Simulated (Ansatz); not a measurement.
# MoP: energy and pressure over a range of volumes, part 1 of 2

Aim: scale the cell of MoP up and down at fixed shape and fractional positions, and get the equilibrium volume and bulk modulus with LAPW, PAW and all-electron datasets made for the crystal.

Program: Ansatz 0.2.0. Level of theory: DFT PBE, scalar-relativistic. These are calculated values, not measurements.

## Step 1: The starting structure

The structure is hexagonal, space group P-6m2 (No. 187). The conventional cell has a = 3.223 Å, b = 3.223 Å, c = 3.191 Å, α = 90.00°, β = 90.00°, γ = 120.00°. Around Mo (site symmetry -6m2) lie 6 P at 2.45 Å. P (site symmetry -6m2) has 6 Mo at 2.45 Å as nearest neighbours.

As a file:

```
CELL_PARAMETERS angstrom
3.22300 0.00000 0.00000
-1.61150 2.79120 0.00000
0.00000 0.00000 3.19100
ATOMIC_POSITIONS crystal
Mo 0.00000 0.00000 0.00000
P 0.33333 0.66667 0.50000
```

Structure: COD 1539074, as refined from experiment and not relaxed.

Atoms are numbered in the order of the input: Mo1, P2.

## Step 2: Volume × 0.96, LAPW

Input file input.yaml:

```yaml
crystal:
  lattice:
    - [3.179440659, 0.0, 0.0]
    - [-1.5897203296, 2.7534763805, 0.0]
    - [0.0, 0.0, 3.1478730917]
  atoms:
    - { symbol: Mo, position: [0.0, 0.0, 0.0] }
    - { symbol: P, position: [0.3333333333, 0.6666666667, 0.5] }
kpoints:
  mp_grid: { grid: [15, 15, 13] }
scf:
  occupations: { method: fermi_dirac, width: 0.08 }
hamiltonian:
  xc: pbe
  pseudopotentials: { kind: all_electron, lapw: { basis_error: 0.00025 } }
output:
  forces: true
  stress: true
  eigenvalues: true
```

Started as:

```
$ ansatz run input.yaml --threads 1 --pin off --max-ram 2048MiB --backend cpu --events-out ev --progress --plain --runs-dir out
```

Standard output, shortened:

```text
LAPW: plane waves up to 8.984 Å⁻¹, error target 2.5e-4 eV per atom; small_component_spin mean_spin; P in spheres of 1.094 Å, 13 of its electrons in bands, Dirac shells []; Mo in spheres of 1.324 Å, 32 of its electrons in bands, Dirac shells []
[...]
Pseudopotentials: kind: all_electron
Pseudopotential: Mo, LAPW, valence charge 32, Koelling and Harmon's equation, gaussian nucleus
Pseudopotential: P, LAPW, valence charge 13, Koelling and Harmon's equation, gaussian nucleus
Functional definition: PBE
[...]
Crystal: 2 atoms, lattice volume = 27.558 Å³
Basis set: ecut = 307.4805467206674 eV, 339 PW (Γ), exchange–correlation at level 2
Bands: 27, of which v1, the nominal top of the filled ones, is band 23 counted from 1 (22 counted from 0)
Symmetry: 12 space group operations
Space group: P-6m2 (ITA 187), of the structure as read, at distance tolerance 3.0e-5 Å
k-points: 189 of 2925 (time reversal used)
[...]
SCF iter   1: F=—  HF=-119489.037329 eV  |F-HF|=—  |Δ(HF+E_count)|=         —  Δρ=6.80e-2  dr2=1.62e0  ethr=3.58e-3  ⟨swp⟩=2.0  Hψ=31865  notcnv=0
[...]
the basis was enlarged: its passes take 689.1 KiB over the memory plan, 1 of 1 planned eigensolver slots
[...]
SCF iter   7: F=-119488.136456 eV  HF=-119488.136456 eV  |F-HF|=1.64e-8  |Δ(HF+E_count)|=   1.42e-7  Δρ=4.56e-6  dr2=7.19e-9  ethr=1.19e-9  ⟨swp⟩=2.0  Hψ=14899  notcnv=0
[...]
SCF converged after 7 iterations
Free energy (F): -119488.136456 eV
[...]
E sigma→0 (E₀):  -119488.127626 eV
Entropy (-TS):   -0.017661 eV (-8.830 meV/atom)
Fermi energy:    20.154668 eV
[...]
--- Forces (eV/Å), atoms counted from 1 ---
  atom   1  Mo     0.00000000     0.00000000     0.00000000
  atom   2  P      0.00000000     0.00000000    -0.00000000
[...]
--- Stress (GPa, compression-positive) ---
       12.591077       0.000000       0.000000
       -0.000000      12.591077      -0.000000
        0.000000      -0.000000      14.592445
  P = ⅓ Tr σ = 13.2582 GPa (132.582 kbar)
--- Band table (eV; the first three rows and the last of 189) ---
[...]
```

It took 41 s on 1 thread of Intel Xeon Platinum 8488C (Sapphire Rapids), shared host; peak memory 0.66 GiB.

In short: pressure 13.26 GPa; no gap.

## Step 3: Volume × 0.96, PAW

input.yaml: that of step 2 with these lines changed.

```diff
@@ -14,3 +14,3 @@
   xc: pbe
-  pseudopotentials: { kind: all_electron, lapw: { basis_error: 0.00025 } }
+  pseudopotentials: { kind: paw }
 output:
@@ -19 +19,2 @@
   eigenvalues: true
+  efg: { contact_densities: true }
```

Started as:

```
$ ansatz run input.yaml --threads 1 --pin off --max-ram 2048MiB --backend cpu --events-out ev --progress --plain --runs-dir out
```

Standard output, shortened:

```text
Mo: output.efg is read without spin–orbit coupling, which moves field gradients at and beside such atoms by some per cent and up to a factor of two; PAW files take it under magnetization.noncollinear and magnetization.spin_orbit
[...]
Pseudopotentials: kind: paw
Pseudopotential: Mo, paw, valence charge 14, recommended cutoff 420 eV (normal)
Pseudopotential: P, paw, valence charge 5, recommended cutoff 420 eV (normal)
Functional definition: PBE
[...]
Crystal: 2 atoms, lattice volume = 27.558 Å³
Basis set: ecut = 420 eV, 539 PW (Γ), exchange–correlation on 48×48×48 points (8 copies of the dense FFT grid, shifted against one another)
Bands: 14, of which v1, the nominal top of the filled ones, is band 10 counted from 1 (9 counted from 0)
Symmetry: 12 space group operations
Space group: P-6m2 (ITA 187), of the structure as read, at distance tolerance 3.0e-5 Å
[...]
--- Forces (eV/Å), atoms counted from 1 ---
  atom   1  Mo     0.00000000     0.00000000     0.00000000
  atom   2  P      0.00000000     0.00000000    -0.00000000
[...]
--- Stress (GPa, compression-positive) ---
       12.575543       0.000000       0.000000
        0.000000      12.575543      -0.000000
        0.000000      -0.000000      14.560300
  P = ⅓ Tr σ = 13.2371 GPa (132.371 kbar)
--- PAW observables at the nuclei: V_zz in 10²¹ V/m², potentials from the cell's mean, atoms counted from 1 ---
  atom   1  Mo V_zz =    -0.115347   η = 0.0000   by run symmetry: allowed
            electrostatic potential = -6359.606555 V   contact ρ = 595247.793176 e/Å³
  atom   2  P  V_zz =    -0.654272   η = 0.0000   by run symmetry: allowed
            electrostatic potential = -1504.941890 V   contact ρ = 16017.771623 e/Å³
--- Band table (eV; the first three rows and the last of 189) ---
  k-point 0: bands = ["-43.0381", "-17.1998", "-16.9790", "-16.9790", "3.9145", "13.6899", "14.6723", "14.6723", "17.4587", "18.4170", "18.4170", "22.4513", "22.4513", "23.7875"]
[...]
```

It took 4.8 s on 1 thread of Intel Xeon Platinum 8488C (Sapphire Rapids), shared host; peak memory 0.47 GiB.

Read from it: pressure 13.24 GPa; no gap; Vzz Mo1 -0.12 (η = 0.00), P2 -0.65 (η = 0.00) (10²¹ V/m²).

## Step 4: Volume × 0.96, crystal datasets

input.yaml: that of step 3 with these lines changed.

```diff
@@ -14,3 +14,3 @@
   xc: pbe
-  pseudopotentials: { kind: paw }
+  pseudopotentials: { kind: all_electron, datasets: crystal }
 output:
```

Started as:

```
$ ansatz run input.yaml --threads 1 --pin off --max-ram 2048MiB --backend cpu --events-out ev --progress --plain --runs-dir out
```

Standard output, shortened:

```text
[...]
band count auto-derived: 11 (N_el = 11.0; filled up to band 6; 10 by the electrons, moments and atoms)
Mo: output.efg is read without spin–orbit coupling, which moves field gradients at and beside such atoms by some per cent and up to a factor of two; PAW files take it under magnetization.noncollinear and magnetization.spin_orbit
[...]
Pseudopotentials: kind: all_electron
Pseudopotential: Mo, paw, valence charge 14, recommended cutoff 300 eV (normal), Koelling and Harmon's equation, gaussian nucleus
Pseudopotential: P, paw, valence charge 13, recommended cutoff 300 eV (normal), Koelling and Harmon's equation, gaussian nucleus
Functional definition: PBE
[...]
Crystal: 2 atoms, lattice volume = 27.558 Å³
Basis set: ecut = 300 eV, 327 PW (Γ), exchange–correlation on 36×36×36 points (8 copies of the dense FFT grid, shifted against one another)
[...]
--- Forces (eV/Å), atoms counted from 1 ---
  atom   1  Mo    -0.00000000     0.00000000     0.00000000
  atom   2  P      0.00000000     0.00000000    -0.00000000
[...]
--- Stress (GPa, compression-positive) ---
       12.592135      -0.000000       0.000000
        0.000000      12.592135      -0.000000
        0.000000      -0.000000      14.594573
  P = ⅓ Tr σ = 13.2596 GPa (132.596 kbar)
  It holds what live shells' own plane waves past their cutoff add
--- PAW observables at the nuclei: V_zz in 10²¹ V/m², potentials from the cell's mean, atoms counted from 1 ---
  atom   1  Mo V_zz =    -0.168244   η = 0.0000   by run symmetry: allowed
            electrostatic potential = -6359.660305 V   contact ρ = 595301.899106 e/Å³
  atom   2  P  V_zz =    -0.680746   η = 0.0000   by run symmetry: allowed
            electrostatic potential = -1504.759663 V   contact ρ = 16030.726760 e/Å³
--- Band table (eV; the first three rows and the last of 189) ---
  k-point 0: bands = ["5.9533", "15.7298", "16.7118", "16.7118", "19.4957", "20.4577", "20.4577", "24.4900", "24.4900"]
[...]
```

Run time: 18 s. Hardware: 1 thread of Intel Xeon Platinum 8488C (Sapphire Rapids), shared host; peak memory 0.73 GiB.

Read from it: pressure 13.26 GPa; no gap; Vzz Mo1 -0.17 (η = 0.00), P2 -0.68 (η = 0.00) (10²¹ V/m²).

## Step 5: Volume × 0.98, LAPW

Input file input.yaml:

```yaml
crystal:
  lattice:
    - [3.2013685289, 0.0, 0.0]
    - [-1.6006842645, 2.7724664729, 0.0]
    - [0.0, 0.0, 3.1695832473]
  atoms:
    - { symbol: Mo, position: [0.0, 0.0, 0.0] }
    - { symbol: P, position: [0.3333333333, 0.6666666667, 0.5] }
kpoints:
  mp_grid: { grid: [15, 15, 13] }
scf:
  occupations: { method: fermi_dirac, width: 0.08 }
hamiltonian:
  xc: pbe
  pseudopotentials: { kind: all_electron, lapw: { basis_error: 0.00025 } }
output:
  forces: true
  stress: true
  eigenvalues: true
```

Started as:

```
$ ansatz run input.yaml --threads 1 --pin off --max-ram 2048MiB --backend cpu --events-out ev --progress --plain --runs-dir out
```

Standard output, shortened:

```text
LAPW: plane waves up to 8.910 Å⁻¹, error target 2.5e-4 eV per atom; small_component_spin mean_spin; P in spheres of 1.100 Å, 13 of its electrons in bands, Dirac shells []; Mo in spheres of 1.334 Å, 30 of its electrons in bands, Dirac shells []
[...]
Pseudopotentials: kind: all_electron
Pseudopotential: Mo, LAPW, valence charge 30, Koelling and Harmon's equation, gaussian nucleus
Pseudopotential: P, LAPW, valence charge 13, Koelling and Harmon's equation, gaussian nucleus
Functional definition: PBE
[...]
Crystal: 2 atoms, lattice volume = 28.132 Å³
Basis set: ecut = 302.49956450985786 eV, 339 PW (Γ), exchange–correlation at level 2
Bands: 26, of which v1, the nominal top of the filled ones, is band 22 counted from 1 (21 counted from 0)
Symmetry: 12 space group operations
Space group: P-6m2 (ITA 187), of the structure as read, at distance tolerance 3.0e-5 Å
[...]
SCF iter   1: F=—  HF=-119489.100886 eV  |F-HF|=—  |Δ(HF+E_count)|=         —  Δρ=6.74e-2  dr2=1.65e0  ethr=3.82e-3  ⟨swp⟩=2.0  Hψ=31314  notcnv=0
[...]
the basis was enlarged: its passes take 1.2 MiB over the memory plan, 1 of 1 planned eigensolver slots
[...]
SCF iter   7: F=-119488.173886 eV  HF=-119488.173886 eV  |F-HF|=1.89e-8  |Δ(HF+E_count)|=   1.48e-7  Δρ=4.69e-6  dr2=7.62e-9  ethr=1.28e-9  ⟨swp⟩=2.0  Hψ=14336  notcnv=0
[...]
SCF converged after 7 iterations
Free energy (F): -119488.173886 eV
[...]
E sigma→0 (E₀):  -119488.164819 eV
Entropy (-TS):   -0.018135 eV (-9.067 meV/atom)
Fermi energy:    19.676027 eV
[...]
--- Forces (eV/Å), atoms counted from 1 ---
  atom   1  Mo    -0.00000000     0.00000000    -0.00000000
  atom   2  P      0.00000000    -0.00000000    -0.00000000
[...]
--- Stress (GPa, compression-positive) ---
        7.519331       0.000000      -0.000000
        0.000000       7.519331      -0.000000
       -0.000000      -0.000000       8.162440
  P = ⅓ Tr σ = 7.7337 GPa (77.337 kbar)
--- Band table (eV; the first three rows and the last of 189) ---
[...]
```

It took 39 s on 1 thread of Intel Xeon Platinum 8488C (Sapphire Rapids), shared host; peak memory 0.65 GiB.

This run gives: pressure 7.73 GPa; no gap.

## Step 6: Volume × 0.98, PAW

input.yaml: that of step 5 with these lines changed.

```diff
@@ -14,3 +14,3 @@
   xc: pbe
-  pseudopotentials: { kind: all_electron, lapw: { basis_error: 0.00025 } }
+  pseudopotentials: { kind: paw }
 output:
@@ -19 +19,2 @@
   eigenvalues: true
+  efg: { contact_densities: true }
```

Started as:

```
$ ansatz run input.yaml --threads 1 --pin off --max-ram 2048MiB --backend cpu --events-out ev --progress --plain --runs-dir out
```

Standard output, shortened:

```text
Mo: output.efg is read without spin–orbit coupling, which moves field gradients at and beside such atoms by some per cent and up to a factor of two; PAW files take it under magnetization.noncollinear and magnetization.spin_orbit
[...]
Pseudopotentials: kind: paw
Pseudopotential: Mo, paw, valence charge 14, recommended cutoff 420 eV (normal)
Pseudopotential: P, paw, valence charge 5, recommended cutoff 420 eV (normal)
Functional definition: PBE
[...]
Crystal: 2 atoms, lattice volume = 28.132 Å³
Basis set: ecut = 420 eV, 551 PW (Γ), exchange–correlation on 48×48×48 points (8 copies of the dense FFT grid, shifted against one another)
Bands: 14, of which v1, the nominal top of the filled ones, is band 10 counted from 1 (9 counted from 0)
Symmetry: 12 space group operations
Space group: P-6m2 (ITA 187), of the structure as read, at distance tolerance 3.0e-5 Å
[...]
--- Forces (eV/Å), atoms counted from 1 ---
  atom   1  Mo     0.00000000     0.00000000    -0.00000000
  atom   2  P      0.00000000     0.00000000    -0.00000000
[...]
--- Stress (GPa, compression-positive) ---
        7.502714       0.000000      -0.000000
        0.000000       7.502714      -0.000000
       -0.000000      -0.000000       8.128994
  P = ⅓ Tr σ = 7.7115 GPa (77.115 kbar)
--- PAW observables at the nuclei: V_zz in 10²¹ V/m², potentials from the cell's mean, atoms counted from 1 ---
  atom   1  Mo V_zz =    +0.038533   η = 0.0000   by run symmetry: allowed
            electrostatic potential = -6359.048170 V   contact ρ = 595247.021573 e/Å³
  atom   2  P  V_zz =    -0.639068   η = 0.0000   by run symmetry: allowed
            electrostatic potential = -1504.419912 V   contact ρ = 16017.873520 e/Å³
--- Band table (eV; the first three rows and the last of 189) ---
  k-point 0: bands = ["-43.4936", "-17.6494", "-17.4357", "-17.4357", "3.6190", "13.3827", "14.3098", "14.3098", "16.9966", "17.9675", "17.9675", "21.9118", "21.9118", "23.2962"]
[...]
```

Wall time 4.8 s (1 thread of Intel Xeon Platinum 8488C (Sapphire Rapids), shared host); peak memory 0.47 GiB.

Read from it: pressure 7.71 GPa; no gap; Vzz Mo1 0.04 (η = 0.00), P2 -0.64 (η = 0.00) (10²¹ V/m²).

## Step 7: Volume × 1.02, LAPW

Input file input.yaml:

```yaml
crystal:
  lattice:
    - [3.2443450468, 0.0, 0.0]
    - [-1.6221725234, 2.8096852291, 0.0]
    - [0.0, 0.0, 3.2121330662]
  atoms:
    - { symbol: Mo, position: [0.0, 0.0, 0.0] }
    - { symbol: P, position: [0.3333333333, 0.6666666667, 0.5] }
kpoints:
  mp_grid: { grid: [15, 15, 13] }
scf:
  occupations: { method: fermi_dirac, width: 0.08 }
hamiltonian:
  xc: pbe
  pseudopotentials: { kind: all_electron, lapw: { basis_error: 0.00025 } }
output:
  forces: true
  stress: true
  eigenvalues: true
```

Started as:

```
$ ansatz run input.yaml --threads 1 --pin off --max-ram 2048MiB --backend cpu --events-out ev --progress --plain --runs-dir out
```

Standard output, shortened:

```text
LAPW: plane waves up to 8.770 Å⁻¹, error target 2.5e-4 eV per atom; small_component_spin mean_spin; P in spheres of 1.112 Å, 13 of its electrons in bands, Dirac shells []; Mo in spheres of 1.355 Å, 30 of its electrons in bands, Dirac shells []
[...]
Pseudopotentials: kind: all_electron
Pseudopotential: Mo, LAPW, valence charge 30, Koelling and Harmon's equation, gaussian nucleus
Pseudopotential: P, LAPW, valence charge 13, Koelling and Harmon's equation, gaussian nucleus
Functional definition: PBE
[...]
Crystal: 2 atoms, lattice volume = 29.280 Å³
Basis set: ecut = 293.0217821975613 eV, 339 PW (Γ), exchange–correlation at level 2
Bands: 26, of which v1, the nominal top of the filled ones, is band 22 counted from 1 (21 counted from 0)
Symmetry: 12 space group operations
Space group: P-6m2 (ITA 187), of the structure as read, at distance tolerance 3.1e-5 Å
[...]
SCF iter   1: F=—  HF=-119489.172199 eV  |F-HF|=—  |Δ(HF+E_count)|=         —  Δρ=6.63e-2  dr2=1.71e0  ethr=3.97e-3  ⟨swp⟩=2.0  Hψ=31328  notcnv=0
[...]
the basis was enlarged: its passes take 1.4 MiB over the memory plan, 1 of 1 planned eigensolver slots
[...]
SCF iter   7: F=-119488.194344 eV  HF=-119488.194344 eV  |F-HF|=1.41e-8  |Δ(HF+E_count)|=   1.83e-7  Δρ=4.21e-6  dr2=4.79e-9  ethr=1.41e-9  ⟨swp⟩=2.1  Hψ=14362  notcnv=0
[...]
SCF converged after 7 iterations
Free energy (F): -119488.194344 eV
[...]
E sigma→0 (E₀):  -119488.184792 eV
Entropy (-TS):   -0.019103 eV (-9.552 meV/atom)
Fermi energy:    18.770601 eV
[...]
--- Forces (eV/Å), atoms counted from 1 ---
  atom   1  Mo    -0.00000000     0.00000000     0.00000000
  atom   2  P     -0.00000000     0.00000000     0.00000000
[...]
--- Stress (GPa, compression-positive) ---
       -1.123938       0.000000       0.000000
        0.000000      -1.123938       0.000000
        0.000000       0.000000      -2.809073
  P = ⅓ Tr σ = -1.6856 GPa (-16.856 kbar)
--- Band table (eV; the first three rows and the last of 189) ---
[...]
```

Run time: 39 s. Hardware: 1 thread of Intel Xeon Platinum 8488C (Sapphire Rapids), shared host; peak memory 0.63 GiB.

This run gives: pressure -1.69 GPa; no gap.

## Step 8: Volume × 1.02, PAW

input.yaml: that of step 7 with these lines changed.

```diff
@@ -14,3 +14,3 @@
   xc: pbe
-  pseudopotentials: { kind: all_electron, lapw: { basis_error: 0.00025 } }
+  pseudopotentials: { kind: paw }
 output:
@@ -19 +19,2 @@
   eigenvalues: true
+  efg: { contact_densities: true }
```

Started as:

```
$ ansatz run input.yaml --threads 1 --pin off --max-ram 2048MiB --backend cpu --events-out ev --progress --plain --runs-dir out
```

Standard output, shortened:

```text
Mo: output.efg is read without spin–orbit coupling, which moves field gradients at and beside such atoms by some per cent and up to a factor of two; PAW files take it under magnetization.noncollinear and magnetization.spin_orbit
[...]
Pseudopotentials: kind: paw
Pseudopotential: Mo, paw, valence charge 14, recommended cutoff 420 eV (normal)
Pseudopotential: P, paw, valence charge 5, recommended cutoff 420 eV (normal)
Functional definition: PBE
[...]
Crystal: 2 atoms, lattice volume = 29.280 Å³
Basis set: ecut = 420 eV, 575 PW (Γ), exchange–correlation on 48×48×48 points (8 copies of the dense FFT grid, shifted against one another)
Bands: 14, of which v1, the nominal top of the filled ones, is band 10 counted from 1 (9 counted from 0)
Symmetry: 12 space group operations
Space group: P-6m2 (ITA 187), of the structure as read, at distance tolerance 3.1e-5 Å
[...]
--- Forces (eV/Å), atoms counted from 1 ---
  atom   1  Mo     0.00000000     0.00000000     0.00000000
  atom   2  P      0.00000000     0.00000000     0.00000000
[...]
--- Stress (GPa, compression-positive) ---
       -1.142241       0.000000       0.000000
        0.000000      -1.142241       0.000000
        0.000000       0.000000      -2.844342
  P = ⅓ Tr σ = -1.7096 GPa (-17.096 kbar)
--- PAW observables at the nuclei: V_zz in 10²¹ V/m², potentials from the cell's mean, atoms counted from 1 ---
  atom   1  Mo V_zz =    +0.326239   η = 0.0000   by run symmetry: allowed
            electrostatic potential = -6357.997269 V   contact ρ = 595245.531034 e/Å³
  atom   2  P  V_zz =    -0.603279   η = 0.0000   by run symmetry: allowed
            electrostatic potential = -1503.434744 V   contact ρ = 16018.109651 e/Å³
--- Band table (eV; the first three rows and the last of 189) ---
  k-point 0: bands = ["-44.3572", "-18.5020", "-18.3006", "-18.3006", "3.0646", "12.7987", "13.6234", "13.6234", "16.1276", "17.1165", "17.1165", "20.8895", "20.8895", "22.3383"]
[...]
```

Run time: 5 s. Hardware: 1 thread of Intel Xeon Platinum 8488C (Sapphire Rapids), shared host; peak memory 0.48 GiB.

This run gives: pressure -1.71 GPa; no gap; Vzz Mo1 0.33 (η = 0.00), P2 -0.60 (η = 0.00) (10²¹ V/m²).

## Step 9: Volume × 1.04, LAPW

Input file input.yaml:

```yaml
crystal:
  lattice:
    - [3.2654128127, 0.0, 0.0]
    - [-1.6327064064, 2.8279304496, 0.0]
    - [0.0, 0.0, 3.2329916576]
  atoms:
    - { symbol: Mo, position: [0.0, 0.0, 0.0] }
    - { symbol: P, position: [0.3333333333, 0.6666666667, 0.5] }
kpoints:
  mp_grid: { grid: [15, 15, 13] }
scf:
  occupations: { method: fermi_dirac, width: 0.08 }
hamiltonian:
  xc: pbe
  pseudopotentials: { kind: all_electron, lapw: { basis_error: 0.00025 } }
output:
  forces: true
  stress: true
  eigenvalues: true
```

Started as:

```
$ ansatz run input.yaml --threads 1 --pin off --max-ram 2048MiB --backend cpu --events-out ev --progress --plain --runs-dir out
```

Standard output, shortened:

```text
LAPW: plane waves up to 8.702 Å⁻¹, error target 2.5e-4 eV per atom; small_component_spin mean_spin; P in spheres of 1.118 Å, 13 of its electrons in bands, Dirac shells []; Mo in spheres of 1.366 Å, 30 of its electrons in bands, Dirac shells []
[...]
Pseudopotentials: kind: all_electron
Pseudopotential: Mo, LAPW, valence charge 30, Koelling and Harmon's equation, gaussian nucleus
Pseudopotential: P, LAPW, valence charge 13, Koelling and Harmon's equation, gaussian nucleus
Functional definition: PBE
[...]
Crystal: 2 atoms, lattice volume = 29.855 Å³
Basis set: ecut = 288.52314523233514 eV, 339 PW (Γ), exchange–correlation at level 2
Bands: 26, of which v1, the nominal top of the filled ones, is band 22 counted from 1 (21 counted from 0)
Symmetry: 12 space group operations
Space group: P-6m2 (ITA 187), of the structure as read, at distance tolerance 3.1e-5 Å
[...]
SCF iter   1: F=—  HF=-119489.183587 eV  |F-HF|=—  |Δ(HF+E_count)|=         —  Δρ=6.57e-2  dr2=1.74e0  ethr=4.05e-3  ⟨swp⟩=2.0  Hψ=31340  notcnv=0
[...]
the basis was enlarged: its passes take 1.4 MiB over the memory plan, 1 of 1 planned eigensolver slots
[...]
SCF iter   7: F=-119488.181002 eV  HF=-119488.181002 eV  |F-HF|=1.06e-8  |Δ(HF+E_count)|=   2.14e-7  Δρ=4.08e-6  dr2=3.75e-9  ethr=1.51e-9  ⟨swp⟩=2.1  Hψ=14381  notcnv=0
[...]
SCF converged after 7 iterations
Free energy (F): -119488.181002 eV
[...]
E sigma→0 (E₀):  -119488.171203 eV
Entropy (-TS):   -0.019598 eV (-9.799 meV/atom)
Fermi energy:    18.341953 eV
[...]
--- Forces (eV/Å), atoms counted from 1 ---
  atom   1  Mo     0.00000000     0.00000000     0.00000000
  atom   2  P      0.00000000     0.00000000     0.00000000
[...]
--- Stress (GPa, compression-positive) ---
       -4.793763      -0.000000      -0.000000
       -0.000000      -4.793763      -0.000000
       -0.000000      -0.000000      -7.473725
  P = ⅓ Tr σ = -5.6871 GPa (-56.871 kbar)
--- Band table (eV; the first three rows and the last of 189) ---
[...]
```

It took 39 s on 1 thread of Intel Xeon Platinum 8488C (Sapphire Rapids), shared host; peak memory 0.63 GiB.

Result: pressure -5.69 GPa; no gap.

(Continued in part 2 of 2.)
